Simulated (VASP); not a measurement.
# CdSe (P6_3mc) in VASP: single point with PBE

Aim: the single point of CdSe with PBE.

Program: VASP 6.6.1. These are calculated values, not measurements. Logs are shortened: lines on timing, memory, paths and dates and some standing lists are left out, and cuts for length are marked.

**Measured values to compare with.**

From a printed reference work, data compilation, for a bulk crystal of CdSe at 2 K: band gap 1.841 eV.

How close the calculation comes is told below.

## Step 1: The cell of the first run

It takes space group P6_3mc (No. 186, hexagonal). Conventional cell: a = 4.327 Å, b = 4.327 Å, c = 7.064 Å, α = 90.00°, β = 90.00°, γ = 120.00°. Within 3.5 Å of Cd (site symmetry 3m) lie 4 Se at 2.63 to 2.72 Å. Within 3.5 Å of Se (site symmetry 3m) lie 4 Cd at 2.63 to 2.72 Å.

## Step 2: Single point, PBE

Input file INCAR:

```
SYSTEM = CdSe
PREC     = Accurate       ! precision mode
ENCUT    = 520            ! plane-wave cutoff, eV
EDIFF    = 1E-6           ! SCF threshold, eV
ISMEAR   = -1             ! smearing method
SIGMA    = 0.1            ! smearing width, eV
LREAL    = .False.        ! projectors in reciprocal space
LASPH    = .True.         ! aspherical terms in the spheres
NELM     = 100            ! most SCF steps
ALGO     = Normal         ! electronic algorithm
ISIF     = 2              ! what is computed and relaxed
LWAVE    = .False.        ! write WAVECAR
LCHARG   = .False.        ! write CHGCAR
GGA      = PE             ! functional
NBANDS   = 26             ! bands
```

Input file KPOINTS:

```
regular mesh
0
Gamma
  7 7 4
  0 0 0
```

Input file POSCAR:

```
CdSe
1.0
    4.3268150000      0.0000000000      0.0000000000
   -2.1634070000      3.7471320000      0.0000000000
    0.0000000000      0.0000000000      7.0637770000
Cd Se
2 2
Direct
    0.3333300000      0.6666700000      0.0000000000
    0.6666600000      0.3333300000      0.5000000000
    0.3333300000      0.6666700000      0.3850000000
    0.6666600000      0.3333300000      0.8850000000
```

Potentials or basis: VASP PAW PBE potentials, release 64 (Cd, Se).

Launch:

```sh
cat potpaw_PBE.64/Cd/POTCAR potpaw_PBE.64/Se/POTCAR > POTCAR
mpirun -np 1 vasp_std > vasp.out
```

OUTCAR:

```text
SYSTEM = CdSe
   PREC = Accurate
   ENCUT = 520
   EDIFF = 1E-6
   ISMEAR = -1
   LREAL = .False.
   LASPH = .True.
   NELM = 100
   ISIF = 2
   GGA = PE

 ion  position               nearest neighbor table
   1  0.333  0.667  0.000-   4 2.63   4 2.63   4 2.63   3 2.72
   2  0.667  0.333  0.500-   3 2.63   3 2.63   3 2.63   4 2.72
   3  0.333  0.667  0.385-   2 2.63   2 2.63   2 2.63   1 2.72
   4  0.667  0.333  0.885-   1 2.63   1 2.63   1 2.63   2 2.72

  LATTYP: Found a hexagonal cell.
 ALAT       =     4.3268150000
 C/A-ratio  =     1.6325581288

  Lattice vectors:

 A1 = (   4.3268150000,   0.0000000000,   0.0000000000)
 A2 = (  -2.1634070000,   3.7471320000,   0.0000000000)
 A3 = (   0.0000000000,   0.0000000000,   7.0637770000)

Analysis of symmetry for initial positions (statically):
=====================================================================
 Subroutine PRICEL returns:
 Original cell was already a primitive cell.

 Routine SETGRP: Setting up the symmetry group for a
 hexagonal supercell.

 Subroutine GETGRP returns: Found  4 space group operations
 (whereof  1 operations were pure point group operations)
 out of a pool of 24 trial point group operations.

The static configuration has the point symmetry C_1 .
 The point group associated with its full space group is C_2v.

Analysis of symmetry for dynamics (positions and initial velocities):
=====================================================================
 Subroutine PRICEL returns:
 Original cell was already a primitive cell.

 Routine SETGRP: Setting up the symmetry group for a
 hexagonal supercell.

 Subroutine GETGRP returns: Found  4 space group operations
 (whereof  1 operations were pure point group operations)
 out of a pool of 24 trial point group operations.

The dynamic configuration has the point symmetry C_1 .
 The point group associated with its full space group is C_2v.

 Subroutine INISYM returns: Found  4 space group operations
 (whereof  1 operations are pure point group operations),
 and found     1 'primitive' translations

----------------------------------------------------------------------------------------

                                     Primitive cell

  volume of cell :     114.5261

  direct lattice vectors                    reciprocal lattice vectors
     4.326815000  0.000000000  0.000000000     0.231116884  0.133435354  0.000000000
    -2.163407000  3.747132000  0.000000000     0.000000000  0.266870769  0.000000000
     0.000000000  0.000000000  7.063777000     0.000000000  0.000000000  0.141567323

  length of vectors
     4.326815000  4.326815003  7.063777000     0.266870770  0.266870769  0.141567323

  position of ions in fractional coordinates (direct lattice)
     0.333330000  0.666670000  0.000000000
     0.666660000  0.333330000  0.500000000
     0.333330000  0.666670000  0.385000000
     0.666660000  0.333330000  0.885000000

  ion indices of the primitive-cell ions
   primitive index   ion index
                 1           1
                 2           2
                 3           3
                 4           4

----------------------------------------------------------------------------------------

 KPOINTS: regular mesh

Automatic generation of k-mesh.
 Grid dimensions read from file:
 generate k-points for:    7    7    4

 Generating k-lattice:

  Cartesian coordinates                     Fractional coordinates (reciprocal lattice)
     0.033016698  0.019062193  0.000000000     0.142857143  0.000000000  0.000000000
     0.000000000  0.038124396  0.000000000     0.000000000  0.142857143  0.000000000
     0.000000000  0.000000000  0.035391831     0.000000000  0.000000000  0.250000000

  Length of vectors
     0.038124396  0.038124396  0.035391831

  Shift w.r.t. Gamma in fractional coordinates (k-lattice)
     0.000000000  0.000000000  0.000000000

 Subroutine IBZKPT returns following result:
 ===========================================

 Found     48 irreducible k-points:

 Following reciprocal coordinates:
            Coordinates               Weight
  0.000000  0.000000  0.000000      1.000000
  0.142857  0.000000  0.000000      4.000000
  0.000000  0.142857  0.000000      2.000000
  0.285714 -0.000000  0.000000      4.000000
  0.000000  0.285714  0.000000      2.000000
  0.428571  0.000000  0.000000      4.000000
[... 16 lines left out ...]
  0.000000  0.428571  0.250000      4.000000
  0.142857  0.142857  0.250000      8.000000
 [... further k-points ...]
   k-points           NKPTS =     48   k-points in BZ     NKDIM =     48   number of bands    NBANDS=     26
   number of dos      NEDOS =    301   number of ions     NIONS =      4
   total plane-waves  NPLWV =  55296
   dimension x,y,z NGX =    32 NGY =   32 NGZ =   54
   dimension x,y,z NGXF=    64 NGYF=   64 NGZF=  108
   ions per type =               2   2
   NGX,Y,Z   is equivalent  to a cutoff of  12.30, 12.30, 12.71 a.u.
   NGXF,Y,Z  is equivalent  to a cutoff of  24.59, 24.59, 25.42 a.u.
 SYSTEM =  CdSe
   PREC   = accura    normal or accurate (medium, high low for compatibility)
   ISTART =      0    job   : 0-new  1-cont  2-samecut
   ICHARG =      2    charge: 1-file 2-atom 10-const
   ISPIN  =      1    spin polarized calculation?
   LNONCOLLINEAR =      F non collinear calculations
   LSORBIT =      F    spin-orbit coupling
   LASPH  =      T    aspherical Exc in radial PAW
   ENCUT  =  520.0 eV  38.22 Ry    6.18 a.u.   8.05  8.05 13.13*2*pi/ulx,y,z
   NELM   =    100;   NELMIN=  2; NELMDL= -5     # of ELM steps
   EDIFF  = 0.1E-05   stopping-criterion for ELM
   LREAL  =      F    real-space projection
   EDIFFG = 0.1E-04   stopping-criterion for IOM
   NSW    =      0    number of steps for IOM
   IBRION =     -1    ionic relax: 0-MD 1-quasi-New 2-CG
   NFREE  =      0    steps in history (QN), initial steepest desc. (CG)
   ISIF   =      2    stress and relaxation
   ISYM   =      2    0-nonsym 1-usesym 2-fastsym
   POTIM  = 0.5000    time-step for ionic-motion
   TEBEG  =    0.0;   TEEND  =   0.0 temperature during run
   PSTRESS=    0.0 pullay stress
   NELECT =      36.0000    total number of electrons
   NUPDOWN=      -1.0000    fix difference up-down
   EMIN   =  10.00;   EMAX   =-10.00  energy-range for DOS
   EFERMI =   0.00;   METHOD = LEGACY
   ISMEAR =    -1;   SIGMA  =   0.10  broadening in eV -4-tet -1-fermi 0-gaus
   EFERMI_NEDOS =   21; number of points for ismear=-14 and -15
   IALGO  =     38    algorithm
   IMIX   =      4    mixing-type and parameters
     AMIX     =   0.40;   BMIX     =  1.00
     AMIX_MAG =   1.60;   BMIX_MAG =  1.00
  volume/ion in A,a.u.               =      28.63       193.21
  Fermi-wavevector in a.u.,A,eV,Ry     =   1.113117  2.103487 16.858026  1.239030
  Thomas-Fermi vector in A             =   2.249699
   LORBIT       =      0    0 simple, 1 ext, 2 COOP (PROOUT), +10 PAW based schemes
   GGA     = PE    functional components
   LHFCALC =     F    Hartree Fock is set to
   AEXX    =    0.0000 exact exchange contribution
   IVDW    =     0    specifies the selected vdW correction
   LEPSILON=     F    determine dielectric tensor
   LRPA    =     F    only Hartree local field effects (RPA)
 non-spin polarized calculation
  energy-cutoff  :      520.00
  volume of cell :      114.53
 maximum number of plane-waves:      3096
   NGX = 17   NGY = 17   NGZ = 27

 number of electron      35.9999999 magnetization

 Free energy of the ion-electron system (eV)
  ---------------------------------------------------
  ext. energy  EPLUGINS =         0.00000000
  ---------------------------------------------------
  free energy    TOTEN  =       -10.94144730 eV

  energy without entropy =      -10.94042717  energy(sigma->0) =      -10.94093724

 E-fermi :   1.2317     XC(G=0):  -8.7974

 val. band max:        0.7885488422   @ k =   0.0000   0.0000   0.0000
 cond. band min:       1.4509952307   @ k =   0.0000   0.0000   0.0000
 fundamental gap:      0.6624463885
 Fermi energy:         1.2317485940

 k-point     1 :       0.0000    0.0000    0.0000
  band No.  band energies     occupation
      1     -11.7012      2.00000
      2     -11.3511      2.00000
      3      -7.0838      2.00000
      4      -7.0837      2.00000
      5      -7.0309      2.00000
      6      -7.0309      2.00000
[... 18 lines left out ...]
     25       7.7607      0.00000
     26       8.4461      0.00000

 k-point     2 :       0.1429    0.0000    0.0000
  band No.  band energies     occupation
      1     -11.6407      2.00000
      2     -11.3219      2.00000
      3      -7.0589      2.00000
      4      -7.0474      2.00000
      5      -7.0029      2.00000
      6      -6.9996      2.00000
[... 18 lines left out ...]
     25       8.0930      0.00000
     26       8.2379      0.00000

 k-point     3 :       0.0000    0.1429    0.0000
  band No.  band energies     occupation
      1     -11.6407      2.00000
      2     -11.3219      2.00000
      3      -7.0589      2.00000
      4      -7.0475      2.00000
      5      -7.0029      2.00000
      6      -6.9996      2.00000
[... 18 lines left out ...]
     25       8.0930      0.00000
     26       8.2378      0.00000

 k-point     4 :       0.2857   -0.0000    0.0000
  band No.  band energies     occupation
      1     -11.4966      2.00000
      2     -11.2626      2.00000
      3      -7.0093      2.00000
      4      -6.9956      2.00000
      5      -6.9288      2.00000
      6      -6.9051      2.00000
[... 18 lines left out ...]
     25       8.4089      0.00000
     26       8.7637      0.00000
[... 496 lines left out ...]
      1     -11.3413      2.00000
      2     -11.2468      2.00000
      3      -6.9724      2.00000
      4      -6.9625      2.00000
      5      -6.8873      2.00000
      6      -6.8809      2.00000
[... 18 lines left out ...]
     25       8.7364      0.00000
     26      10.0111      0.00000

 k-point    23 :       0.0000    0.4286    0.2500
  band No.  band energies     occupation
      1     -11.3413      2.00000
      2     -11.2468      2.00000
      3      -6.9724      2.00000
      4      -6.9625      2.00000
      5      -6.8873      2.00000
      6      -6.8809      2.00000
[... 18 lines left out ...]
     25       8.7364      0.00000
     26      10.0113      0.00000

 k-point    24 :       0.1429    0.1429    0.2500
  band No.  band energies     occupation
      1     -11.4982      2.00000
      2     -11.3138      2.00000
      3      -7.0148      2.00000
      4      -6.9974      2.00000
      5      -6.9575      2.00000
      6      -6.9530      2.00000
[... 18 lines left out ...]
     25       8.2269      0.00000
     26       8.6971      0.00000

 [... further k-points ...]

------------------------ aborting loop because EDIFF is reached ----------------------------------------

  FORCE on cell =-STRESS in cart. coord.  units (eV):
  Direction    XX          YY          ZZ          XY          YZ          ZX
  --------------------------------------------------------------------------------------
  -------------------------------------------------------------------------------------
  Total        2.0694313      2.0700964      0.7311822      0.0000003      0.0000000      0.0000000
  in kB       28.9505812     28.9598857     10.2289701      0.0000039      0.0000000      0.0000000
  external PRESSURE =      22.7131457 kB  Pullay stress =       0.0000000 kB

 VOLUME and BASIS-vectors are now :
 -----------------------------------------------------------------------------
  energy-cutoff  :      520.00
  volume of cell :      114.53
      direct lattice vectors                 reciprocal lattice vectors
     4.326815000  0.000000000  0.000000000     0.231116884  0.133435354  0.000000000
    -2.163407000  3.747132000  0.000000000     0.000000000  0.266870769  0.000000000
     0.000000000  0.000000000  7.063777000     0.000000000  0.000000000  0.141567323

 POSITION                                       TOTAL-FORCE (eV/Angst)
 -----------------------------------------------------------------------------------
     -0.00002      2.49810      0.00000        -0.000000     -0.000131      0.272130
      2.16339      1.24903      3.53189         0.000000      0.000131      0.272130
     -0.00002      2.49810      2.71955        -0.000000     -0.000144     -0.272130
      2.16339      1.24903      6.25144         0.000000      0.000144     -0.272130
 -----------------------------------------------------------------------------------
    total drift:                               -0.000000     -0.000000     -0.000527

  FREE ENERGIE OF THE ION-ELECTRON SYSTEM (eV)
  ---------------------------------------------------
  free  energy   TOTEN  =       -10.9414472977 eV

  energy  without entropy=      -10.9404271733  energy(sigma->0) =      -10.94093724
```

Wall time 81 s (1 thread of Intel Xeon Platinum 8488C (Sapphire Rapids), shared host); peak memory 0.3 GiB.

What came out:

```yaml
Free_energy: -10.9414 eV
Pressure: 2.3 GPa
Largest_force: 0.272 eV/Å
Band_gap_on_the_k_mesh: 0.66 eV, direct
```

Forces in eV/Å, atoms in the order of the input:
```
Cd   0.000  0.000  0.272
Cd   0.000  0.000  0.272
Se   0.000  0.000 -0.272
Se   0.000  0.000 -0.272
```

Stress tensor (GPa, compression positive):
```
2.90 0.00 0.00
0.00 2.90 0.00
0.00 0.00 1.02
```

## Step 3: How close it comes

Step 2. Measured gap of CdSe: 1.841 eV (2 K; a printed reference work, data compilation). This calculation gives 0.66 eV (-1.18 eV). So large a miss can be the level of theory's own, or it may mean another phase, state or a wrong row. Spin-orbit coupling on Cd, Se is left out. The value is that of PBE, without temperature or zero-point motion. Semilocal functionals fall short of measured gaps as a rule.
